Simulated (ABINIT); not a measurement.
Planning a run of ABINIT 10.8.3 on RbBr (Fm-3m). The input:

```
acell 3*1.0 Angstrom
rprim 
  -0.000000000000 3.427000000000 3.427000000000
  3.427000000000 -0.000000000000 3.427000000000
  3.427000000000 3.427000000000 -0.000000000000
ntypat 2
znucl 37 35
natom 2
typat 1 2
xred 
  0.000000000000 0.000000000000 0.000000000000
  0.500000000000 0.500000000000 0.500000000000
pp_dirpath "pseudos"
pseudos "Rb.upf, Br.upf"
ecut 19
ngkpt 4 4 4
nshiftk 1
shiftk 0 0 0
kptopt 1
chksymbreak 0
istwfk *1
occopt 1
irdwfk 1
optdriver 4
nband 310
gwcalctyp 0
ecutsigx 19
symsigma 1
nkptgw 1
kptgw 
  0.0000000000 0.0000000000 0.0000000000
bdgw 
  6 12
ecuteps 8
irdscr 1
ppmodel 1
fftgw 31
indata_prefix "in"
outdata_prefix "out"
tmpdata_prefix "tmp"
```

The database entry behind the starting cell differs from later determinations by our own check (about 0.5 % short), so it need not match the best structure at ambient conditions.

```sh
OMP_NUM_THREADS=1 mpirun -n 4 abinit run.abi > log
```

Question: How long will it take on 4 MPI ranks of Intel Xeon Platinum 8259CL at 2.50GHz (Skylake/Cascade Lake), shared host, and how much memory?

It took 2.3 min; on shared hardware allow 68 s to 4.5 min. Peak host memory was 2.9 GiB.

[Paths, hosts, dates, memory and timing lines, banners, echoed tables and standing remarks are left out of the program output.]

[Logs are printed without paths, hosts, clocks, repeated set-up lines and the standing remarks that a program may print on its own settings, such as how far it seeks lower states.]

[Runs of the session that timed out or met a known fault of the program may be left out.]

[Hosts, paths, dates, database ids (printed as entryN), source tags and the programs' standing remarks are cut or masked in the printed files.]

[G0W0 gaps are taken among the corrected bands and points alone; a level outside them can change the order at an edge.]

[Where Ansatz stands beside ABINIT at settings called matched, ABINIT's density can come from a denser mesh and the files from another edition; pairs whose starting gaps differed by over 0.03 eV were left out, so agreement reads better than it is.]
